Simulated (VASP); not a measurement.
# BN (I-4m2) in VASP: electric field gradients with PBE

Aim: the electric field gradients of BN with PBE.

All numbers are computed with VASP 6.6.1; they aren't measurements. Logs are shortened: lines on timing, memory, paths and dates and some standing lists are left out, and cuts for length are marked.

**1. The cell of the first run**

The structure is tetragonal, space group I-4m2 (No. 119). The conventional cell has a = 2.595 Å, b = 2.595 Å, c = 3.507 Å, α = 90.00°, β = 90.00°, γ = 90.00°. B (site symmetry -4m2) has 4 N at 1.57 Å as nearest neighbours. N (site symmetry -4m2) has 4 B at 1.57 Å as nearest neighbours.

**2. Electric field gradients, PBE (z stretched by -3 % at fixed volume)**

The input, INCAR:

```
ALGO = Normal ; EDIFF = 1E-8
ENCUT = 520 ; GGA = PE
ISIF = 2 ; ISMEAR = -1
LASPH = T ; LCHARG = F
LEFG = T ; LREAL = F
LWAVE = F ; NBANDS = 11
NELM = 100 ; PREC = Accurate
SIGMA = 0.03
```

The input, KPOINTS:

```
k-points
0
Gamma
  13 13 13
```

The input, POSCAR:

```
BN
1.0
    0.0000000000      1.8352381934      1.7532750000
    1.8352381934      0.0000000000      1.7532750000
    1.8352381934      1.8352381934      0.0000000000
B N
1 1
Direct
    0.0000000000      0.0000000000      0.0000000000
    0.7500000000      0.7500000000      0.7500000000
```

Potentials or basis: VASP PAW PBE potentials, release 64 (B, N).

Started as:

```bash
$ cat potpaw_PBE.64/B/POTCAR potpaw_PBE.64/N/POTCAR > POTCAR
$ mpirun -np 1 vasp_std > vasp.out
```

OUTCAR:

```text
EDIFF = 1E-8
   ENCUT = 520
   GGA = PE
   ISIF = 2
   ISMEAR = -1
   LASPH = T
   LREAL = F
   NELM = 100
   PREC = Accurate

 ion  position               nearest neighbor table
   1  0.000  0.000  0.000-   2 1.57   2 1.57   2 1.57   2 1.57
   2  0.750  0.750  0.750-   1 1.57   1 1.57   1 1.57   1 1.57

  LATTYP: Found a body centered tetragonal cell.
 ALAT       =     2.5954187433
 C/A-ratio  =     1.3510536629

  Lattice vectors:

 A1 = (   0.0000000000,  -1.8352381934,  -1.7532750000)
 A2 = (   0.0000000000,   1.8352381934,  -1.7532750000)
 A3 = (   1.8352381934,   0.0000000000,   1.7532750000)

Analysis of symmetry for initial positions (statically):
=====================================================================
 Subroutine PRICEL returns:
 Original cell was already a primitive cell.

 Routine SETGRP: Setting up the symmetry group for a
 body centered tetragonal supercell.

 Subroutine GETGRP returns: Found  8 space group operations
 (whereof  8 operations were pure point group operations)
 out of a pool of 16 trial point group operations.

The static configuration has the point symmetry D_2d.

Analysis of symmetry for dynamics (positions and initial velocities):
=====================================================================
 Subroutine PRICEL returns:
 Original cell was already a primitive cell.

 Routine SETGRP: Setting up the symmetry group for a
 body centered tetragonal supercell.

 Subroutine GETGRP returns: Found  8 space group operations
 (whereof  8 operations were pure point group operations)
 out of a pool of 16 trial point group operations.

The dynamic configuration has the point symmetry D_2d.

 Subroutine INISYM returns: Found  8 space group operations
 (whereof  8 operations are pure point group operations),
 and found     1 'primitive' translations

----------------------------------------------------------------------------------------

                                     Primitive cell

  volume of cell :      11.8104

  direct lattice vectors                    reciprocal lattice vectors
     0.000000000  1.835238193  1.753275000    -0.272444199  0.272444199  0.285180591
     1.835238193  0.000000000  1.753275000     0.272444199 -0.272444199  0.285180591
     1.835238193  1.835238193  0.000000000     0.272444199  0.272444199 -0.285180591

  length of vectors
     2.538123806  2.538123806  2.595418743     0.479353369  0.479353369  0.479353369

  position of ions in fractional coordinates (direct lattice)
     0.000000000  0.000000000  0.000000000
     0.750000000  0.750000000  0.750000000

  ion indices of the primitive-cell ions
   primitive index   ion index
                 1           1
                 2           2

----------------------------------------------------------------------------------------

 KPOINTS: k-points

Automatic generation of k-mesh.
 Grid dimensions read from file:
 generate k-points for:   13   13   13

 Generating k-lattice:

  Cartesian coordinates                     Fractional coordinates (reciprocal lattice)
    -0.020957246  0.020957246  0.021936969     0.076923077  0.000000000  0.000000000
     0.020957246 -0.020957246  0.021936969     0.000000000  0.076923077  0.000000000
     0.020957246  0.020957246 -0.021936969    -0.000000000 -0.000000000  0.076923077

  Length of vectors
     0.036873336  0.036873336  0.036873336

  Shift w.r.t. Gamma in fractional coordinates (k-lattice)
     0.000000000  0.000000000  0.000000000

 Subroutine IBZKPT returns following result:
 ===========================================

 Found    196 irreducible k-points:

 Following reciprocal coordinates:
            Coordinates               Weight
  0.000000  0.000000  0.000000      1.000000
  0.076923  0.000000  0.000000      8.000000
  0.153846  0.000000  0.000000      8.000000
  0.230769  0.000000  0.000000      8.000000
  0.307692  0.000000  0.000000      8.000000
  0.384615  0.000000  0.000000      8.000000
[... 16 lines left out ...]
  0.384615  0.153846  0.000000      8.000000
  0.461538  0.153846  0.000000      8.000000
 [... further k-points ...]
   k-points           NKPTS =    196   k-points in BZ     NKDIM =    196   number of bands    NBANDS=     11
   number of dos      NEDOS =    301   number of ions     NIONS =      2
   total plane-waves  NPLWV =   8000
   dimension x,y,z NGX =    20 NGY =   20 NGZ =   20
   dimension x,y,z NGXF=    40 NGYF=   40 NGZF=   40
   ions per type =               1   1
   NGX,Y,Z   is equivalent  to a cutoff of  13.10, 13.10, 12.81 a.u.
   NGXF,Y,Z  is equivalent  to a cutoff of  26.20, 26.20, 25.62 a.u.
 SYSTEM =  unknown system
   PREC   = accura    normal or accurate (medium, high low for compatibility)
   ISTART =      0    job   : 0-new  1-cont  2-samecut
   ICHARG =      2    charge: 1-file 2-atom 10-const
   ISPIN  =      1    spin polarized calculation?
   LNONCOLLINEAR =      F non collinear calculations
   LSORBIT =      F    spin-orbit coupling
   LASPH  =      T    aspherical Exc in radial PAW
   ENCUT  =  520.0 eV  38.22 Ry    6.18 a.u.   4.72  4.72  4.83*2*pi/ulx,y,z
   NELM   =    100;   NELMIN=  2; NELMDL= -5     # of ELM steps
   EDIFF  = 0.1E-07   stopping-criterion for ELM
   LREAL  =      F    real-space projection
   EDIFFG = 0.1E-06   stopping-criterion for IOM
   NSW    =      0    number of steps for IOM
   IBRION =     -1    ionic relax: 0-MD 1-quasi-New 2-CG
   NFREE  =      0    steps in history (QN), initial steepest desc. (CG)
   ISIF   =      2    stress and relaxation
   ISYM   =      2    0-nonsym 1-usesym 2-fastsym
   POTIM  = 0.5000    time-step for ionic-motion
   TEBEG  =    0.0;   TEEND  =   0.0 temperature during run
   PSTRESS=    0.0 pullay stress
   NELECT =       8.0000    total number of electrons
   NUPDOWN=      -1.0000    fix difference up-down
   EMIN   =  10.00;   EMAX   =-10.00  energy-range for DOS
   EFERMI =   0.00;   METHOD = LEGACY
   ISMEAR =    -1;   SIGMA  =   0.03  broadening in eV -4-tet -1-fermi 0-gaus
   EFERMI_NEDOS =   21; number of points for ismear=-14 and -15
   IALGO  =     38    algorithm
   IMIX   =      4    mixing-type and parameters
     AMIX     =   0.40;   BMIX     =  1.00
     AMIX_MAG =   1.60;   BMIX_MAG =  1.00
  volume/ion in A,a.u.               =       5.91        39.85
  Fermi-wavevector in a.u.,A,eV,Ry     =   1.437749  2.716952 28.124920  2.067123
  Thomas-Fermi vector in A             =   2.556793
   LORBIT       =      0    0 simple, 1 ext, 2 COOP (PROOUT), +10 PAW based schemes
   GGA     = PE    functional components
   LHFCALC =     F    Hartree Fock is set to
   AEXX    =    0.0000 exact exchange contribution
   IVDW    =     0    specifies the selected vdW correction
   LEPSILON=     F    determine dielectric tensor
   LRPA    =     F    only Hartree local field effects (RPA)
 non-spin polarized calculation
  energy-cutoff  :      520.00
  volume of cell :       11.81
 maximum number of plane-waves:       328
   NGX =  9   NGY =  9   NGZ =  9

 number of electron       7.9999999 magnetization

 Free energy of the ion-electron system (eV)
  ---------------------------------------------------
  ext. energy  EPLUGINS =         0.00000000
  ---------------------------------------------------
  free energy    TOTEN  =       -17.41960875 eV

  energy without entropy =      -17.41960875  energy(sigma->0) =      -17.41960875

 E-fermi :   8.1693     XC(G=0): -12.8247

 val. band max:        7.6856793010   @ k =   0.0000   0.0000   0.0000
 cond. band min:      11.4478614739   @ k =   0.4615   0.4615   0.0000
 fundamental gap:      3.7621821729
 Fermi energy:         8.1693391172

 k-point     1 :       0.0000    0.0000    0.0000
  band No.  band energies     occupation
      1     -12.8233      2.00000
      2       7.2673      2.00000
      3       7.2673      2.00000
      4       7.6857      2.00000
      5      16.0296      0.00000
      6      16.3534      0.00000
      7      16.3534      0.00000
      8      17.7436      0.00000
      9      32.1726      0.00000
     10      34.0188      0.00000
     11      35.0184      0.00000
[... 309 lines left out ...]
 k-point    24 :       0.4615    0.1538    0.0000
  band No.  band energies     occupation
      1      -8.7437      2.00000
      2      -1.9472      2.00000
      3       4.2316      2.00000
      4       4.5298      2.00000
      5      15.8449      0.00000
      6      19.7431      0.00000
      7      19.9286      0.00000
      8      21.7518      0.00000
      9      28.3876      0.00000
     10      33.9654      0.00000
     11      35.4648      0.00000

 [... further k-points ...]
[... 5 lines left out ...]
  --------------------------------------------------------------------------------------
  -------------------------------------------------------------------------------------
  Total       -0.4070091     -0.4070091      1.5325542      0.0000000      0.0000000      0.0000000
  in kB      -55.2140757    -55.2140757    207.9033607      0.0000000      0.0000000      0.0000000
  external PRESSURE =      32.4917365 kB  Pullay stress =       0.0000000 kB

 VOLUME and BASIS-vectors are now :
 -----------------------------------------------------------------------------
  energy-cutoff  :      520.00
  volume of cell :       11.81
      direct lattice vectors                 reciprocal lattice vectors
     0.000000000  1.835238193  1.753275000    -0.272444199  0.272444199  0.285180591
     1.835238193  0.000000000  1.753275000     0.272444199 -0.272444199  0.285180591
     1.835238193  1.835238193  0.000000000     0.272444199  0.272444199 -0.285180591

 POSITION                                       TOTAL-FORCE (eV/Angst)
 -----------------------------------------------------------------------------------
      0.00000      0.00000      0.00000         0.000000      0.000000     -0.000000
      2.75286      2.75286      2.62991        -0.000000     -0.000000      0.000000
 -----------------------------------------------------------------------------------
    total drift:                               -0.000001     -0.000001      0.000002

  FREE ENERGIE OF THE ION-ELECTRON SYSTEM (eV)
  ---------------------------------------------------
  free  energy   TOTEN  =       -17.4196087477 eV

  energy  without entropy=      -17.4196087477  energy(sigma->0) =      -17.41960875

 Electric field gradients (V/A^2)
---------------------------------------------------------------------
 ion       V_xx      V_yy      V_zz      V_xy      V_xz      V_yz
---------------------------------------------------------------------
   1      -0.834    -0.834     1.669    -0.000    -0.000    -0.000
   2       3.515     3.515    -7.030    -0.000    -0.000    -0.000
---------------------------------------------------------------------

 Electric field gradients after diagonalization (V/A^2)
 (convention: |V_zz| > |V_xx| > |V_yy|)
----------------------------------------------------------------------
 ion       V_xx      V_yy      V_zz     asymmetry (V_yy - V_xx)/ V_zz
----------------------------------------------------------------------
   1      -0.834    -0.834     1.669       0.000
   2       3.515     3.515    -7.030       0.000
----------------------------------------------------------------------

           NMR quadrupolar parameters

 Cq : quadrupolar parameter    Cq=e*Q*V_zz/h
 eta: asymmetry parameters     (V_yy - V_xx)/ V_zz
 Q  : nuclear electric quadrupole moment in mb (millibarn)
----------------------------------------------------------------------
 ion       Cq(MHz)       eta       Q (mb)
----------------------------------------------------------------------
   1       0.004       0.000       1.000
   2      -0.017       0.000       1.000
----------------------------------------------------------------------
```

It took 19 s on 1 thread of Intel Xeon Platinum 8488C (Sapphire Rapids), shared host; peak memory 0.13 GiB.

Results:

```
Free energy            : -17.4196 eV
Pressure               : 3.2 GPa
Band gap on the k mesh : 3.76 eV, indirect (least direct gap 8.34 eV)
```

Electric field gradients, principal values (V/Å²):
| atom | Vxx | Vyy | Vzz |
| --- | --- | --- | --- |
| 1 B | -0.834 | -0.834 | 1.669 |
| 2 N | 3.515 | 3.515 | -7.030 |

Caveat: an odd mesh through Γ misses points on the zone boundary, where band edges often lie.
